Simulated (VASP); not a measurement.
# Sr (Im-3m) in VASP: a series of runs

The runs below take Sr through single point, with PBE.

Program: VASP 6.6.1. These are calculated values, not measurements. Logs are shortened: lines on timing, memory, paths and dates and some standing lists are left out, and cuts for length are marked.

### 1 The undisturbed crystal

The structure is cubic, space group Im-3m (No. 229). Conventional cell: a = 4.870 Å, b = 4.870 Å, c = 4.870 Å, α = 90.00°, β = 90.00°, γ = 90.00°. Sr (site symmetry m-3m) is surrounded by 8 Sr at 4.22 Å.

This isn't the form of Sr at room conditions, which is fcc.

### 2 Single point, PBE (volume scaled by 1.02)

INCAR

```
SYSTEM = Sr
  PREC = Accurate
  ENCUT = 520
  EDIFF = 1E-6
  ISMEAR = -1
  SIGMA = 0.05
  LREAL = .False.
  LASPH = .True.
  NELM = 100
  ALGO = Fast
  ISIF = 2
  LWAVE = .False.
  LCHARG = .False.
  GGA = PE
  NBANDS = 11
```

KPOINTS

```
Automatic mesh
0
Gamma
  8 8 8
  0 0 0
```

POSCAR

```
Sr
1.0
   -2.4511262978      2.4511262978      2.4511262978
    2.4511262978     -2.4511262978      2.4511262978
    2.4511262978      2.4511262978     -2.4511262978
Sr
1
Direct
    0.0000000000      0.0000000000      0.0000000000
```

Potentials or basis: VASP PAW PBE potentials, release 64 (Sr_sv).

Command:

```bash
> cat potpaw_PBE.64/Sr_sv/POTCAR > POTCAR
> mpirun -np 1 vasp_std > vasp.out
```

OUTCAR:

```text
SYSTEM = Sr
   PREC = Accurate
   ENCUT = 520
   EDIFF = 1E-6
   ISMEAR = -1
   LREAL = .False.
   LASPH = .True.
   NELM = 100
   ISIF = 2
   GGA = PE

 ion  position               nearest neighbor table
   1  0.000  0.000  0.000-

  LATTYP: Found a body centered cubic cell.
 ALAT       =     4.9022525956

  Lattice vectors:

 A1 = (  -2.4511262978,   2.4511262978,   2.4511262978)
 A2 = (   2.4511262978,  -2.4511262978,   2.4511262978)
 A3 = (   2.4511262978,   2.4511262978,  -2.4511262978)

Analysis of symmetry for initial positions (statically):
=====================================================================
 Subroutine PRICEL returns:
 Original cell was already a primitive cell.

 Routine SETGRP: Setting up the symmetry group for a
 body centered cubic supercell.

 Subroutine GETGRP returns: Found 48 space group operations
 (whereof 48 operations were pure point group operations)
 out of a pool of 48 trial point group operations.

The static configuration has the point symmetry O_h .

Analysis of symmetry for dynamics (positions and initial velocities):
=====================================================================
 Subroutine PRICEL returns:
 Original cell was already a primitive cell.

 Routine SETGRP: Setting up the symmetry group for a
 body centered cubic supercell.

 Subroutine GETGRP returns: Found 48 space group operations
 (whereof 48 operations were pure point group operations)
 out of a pool of 48 trial point group operations.

The dynamic configuration has the point symmetry O_h .

 Subroutine INISYM returns: Found 48 space group operations
 (whereof 48 operations are pure point group operations),
 and found     1 'primitive' translations

----------------------------------------------------------------------------------------

                                     Primitive cell

  volume of cell :      58.9057

  direct lattice vectors                    reciprocal lattice vectors
    -2.451126298  2.451126298  2.451126298     0.000000000  0.203987857  0.203987857
     2.451126298 -2.451126298  2.451126298     0.203987857  0.000000000  0.203987857
     2.451126298  2.451126298 -2.451126298     0.203987857  0.203987857  0.000000000

  length of vectors
     4.245475284  4.245475284  4.245475284     0.288482394  0.288482394  0.288482394

  position of ions in fractional coordinates (direct lattice)
[... 82 lines left out ...]
   NFREE  =      0    steps in history (QN), initial steepest desc. (CG)
   ISIF   =      2    stress and relaxation
   ISYM   =      2    0-nonsym 1-usesym 2-fastsym
   POTIM  = 0.5000    time-step for ionic-motion
   TEBEG  =    0.0;   TEEND  =   0.0 temperature during run
   PSTRESS=    0.0 pullay stress
   NELECT =      10.0000    total number of electrons
   NUPDOWN=      -1.0000    fix difference up-down
   EMIN   =  10.00;   EMAX   =-10.00  energy-range for DOS
   EFERMI =   0.00;   METHOD = LEGACY
   ISMEAR =    -1;   SIGMA  =   0.05  broadening in eV -4-tet -1-fermi 0-gaus
   EFERMI_NEDOS =   21; number of points for ismear=-14 and -15
   IALGO  =     68    algorithm
   IMIX   =      4    mixing-type and parameters
     AMIX     =   0.40;   BMIX     =  1.00
     AMIX_MAG =   1.60;   BMIX_MAG =  1.00
  volume/ion in A,a.u.               =      58.91       397.52
  Fermi-wavevector in a.u.,A,eV,Ry     =   0.906475  1.712989 11.179864  0.821697
  Thomas-Fermi vector in A             =   2.030167
   LORBIT       =      0    0 simple, 1 ext, 2 COOP (PROOUT), +10 PAW based schemes
   GGA     = PE    functional components
   LHFCALC =     F    Hartree Fock is set to
   AEXX    =    0.0000 exact exchange contribution
   IVDW    =     0    specifies the selected vdW correction
   LEPSILON=     F    determine dielectric tensor
   LRPA    =     F    only Hartree local field effects (RPA)
 non-spin polarized calculation
 RMM-DIIS sequential band-by-band and
  energy-cutoff  :      520.00
  volume of cell :       58.91
 maximum number of plane-waves:      1638
   NGX = 15   NGY = 15   NGZ = 15

 number of electron      10.0000000 magnetization

 Free energy of the ion-electron system (eV)
  ---------------------------------------------------
  ext. energy  EPLUGINS =         0.00000000
  ---------------------------------------------------
  free energy    TOTEN  =        -1.62380657 eV

  energy without entropy =       -1.61372688  energy(sigma->0) =       -1.61876672

 E-fermi :   1.3624     XC(G=0):  -7.1439

 val. band max:        1.3237137374   @ k =   0.5000   0.5000   0.3750
 cond. band min:       1.3781514359   @ k =   0.5000   0.5000   0.2500
 fundamental gap:      0.0544376986
 Fermi energy:         1.3623626501

 k-point     1 :       0.0000    0.0000    0.0000
  band No.  band energies     occupation
      1     -35.3961      2.00000
      2     -17.2920      2.00000
      3     -17.2920      2.00000
      4     -17.2920      2.00000
      5      -2.1773      2.00000
      6       3.6479      0.00000
      7       3.6479      0.00000
      8       3.6479      0.00000
      9       4.8921      0.00000
     10       4.8921      0.00000
     11       9.1793      0.00000
[... 309 lines left out ...]
 k-point    24 :      -0.3750    0.3750    0.2500
  band No.  band energies     occupation
      1     -35.3823      2.00000
      2     -17.4073      2.00000
      3     -17.3660      2.00000
      4     -17.3500      2.00000
      5       0.4639      2.00000
      6       1.9444      0.00002
      7       3.3924      0.00000
      8       3.5083      0.00000
      9       4.6810      0.00000
     10       5.4338      0.00000
     11       7.5694      0.00000

 [... further k-points ...]

------------------------ aborting loop because EDIFF is reached ----------------------------------------

  FORCE on cell =-STRESS in cart. coord.  units (eV):
  Direction    XX          YY          ZZ          XY          YZ          ZX
  --------------------------------------------------------------------------------------
  -------------------------------------------------------------------------------------
  Total       -0.3189249     -0.3189249     -0.3189249     -0.0000000     -0.0000000      0.0000000
  in kB       -8.6744507     -8.6744507     -8.6744507     -0.0000000     -0.0000000      0.0000000
  external PRESSURE =      -8.6744507 kB  Pullay stress =       0.0000000 kB

 VOLUME and BASIS-vectors are now :
 -----------------------------------------------------------------------------
  energy-cutoff  :      520.00
  volume of cell :       58.91
      direct lattice vectors                 reciprocal lattice vectors
    -2.451126298  2.451126298  2.451126298     0.000000000  0.203987857  0.203987857
     2.451126298 -2.451126298  2.451126298     0.203987857  0.000000000  0.203987857
     2.451126298  2.451126298 -2.451126298     0.203987857  0.203987857  0.000000000

 POSITION                                       TOTAL-FORCE (eV/Angst)
 -----------------------------------------------------------------------------------
      0.00000      0.00000      0.00000        -0.000000      0.000000     -0.000000
 -----------------------------------------------------------------------------------
    total drift:                                0.000000      0.000000     -0.000000

  FREE ENERGIE OF THE ION-ELECTRON SYSTEM (eV)
  ---------------------------------------------------
  free  energy   TOTEN  =        -1.6238065721 eV

  energy  without entropy=       -1.6137268777  energy(sigma->0) =       -1.61876672
```

It took 13 s on 1 thread of Intel Xeon Platinum 8259CL at 2.50GHz (Skylake/Cascade Lake), shared host; peak memory 0.17 GiB.

What came out:

```
Free energy            : -1.6238 eV
Pressure               : -0.9 GPa
Band gap on the k mesh : none (metal or under the smearing width)
```

### 3 Single point, PBE (volume scaled by 0.98)

INCAR

```
SYSTEM = Sr
ALGO = Normal
EDIFF = 1E-6
ENCUT = 520
GGA = PE
ISIF = 2
ISMEAR = -1
LASPH = .True.
LCHARG = .False.
LREAL = .False.
LWAVE = .False.
NBANDS = 11
NELM = 60
PREC = Accurate
SIGMA = 0.05
```

KPOINTS

```
k-points
0
Gamma
  8 8 8
  0 0 0
```

POSCAR

```
Sr
1.0
   -2.4186572257      2.4186572257      2.4186572257
    2.4186572257     -2.4186572257      2.4186572257
    2.4186572257      2.4186572257     -2.4186572257
Sr
1
Direct
    0.0000000000      0.0000000000      0.0000000000
```

Potentials or basis: VASP PAW PBE potentials, release 64 (Sr_sv).

Command:

```bash
> cat potpaw_PBE.64/Sr_sv/POTCAR > POTCAR
> mpirun -np 1 vasp_std > vasp.out
```

It took 12 s on 1 thread of Intel Xeon Platinum 8259CL at 2.50GHz (Skylake/Cascade Lake), shared host; peak memory 0.17 GiB.

The run converged. Its results:

* Free energy: -1.6337 eV
* Pressure: -0.5 GPa
* Band gap on the k mesh: none (metal or under the smearing width)

Levels at points of the mesh, in eV from the Fermi level:
| k point | band 1 | band 2 | band 3 | band 4 | band 5 | band 6 | band 7 | band 8 | band 9 | band 10 |
| --- | --- | --- | --- | --- | --- | --- | --- | --- | --- | --- |
| (0.00, 0.00, 0.00) | -36.66 | -18.56 | -18.56 | -18.56 | -3.59 | 2.35 | 2.35 | 2.35 | 3.64 | 3.64 |
| (0.50, 0.00, 0.00) | -36.65 | -18.73 | -18.62 | -18.56 | -0.98 | 0.19 | 1.22 | 3.44 | 4.11 | 5.28 |
| (0.50, 0.50, 0.50) | -36.64 | -18.68 | -18.68 | -18.68 | -0.09 | -0.09 | 3.51 | 3.51 | 3.51 | 4.89 |
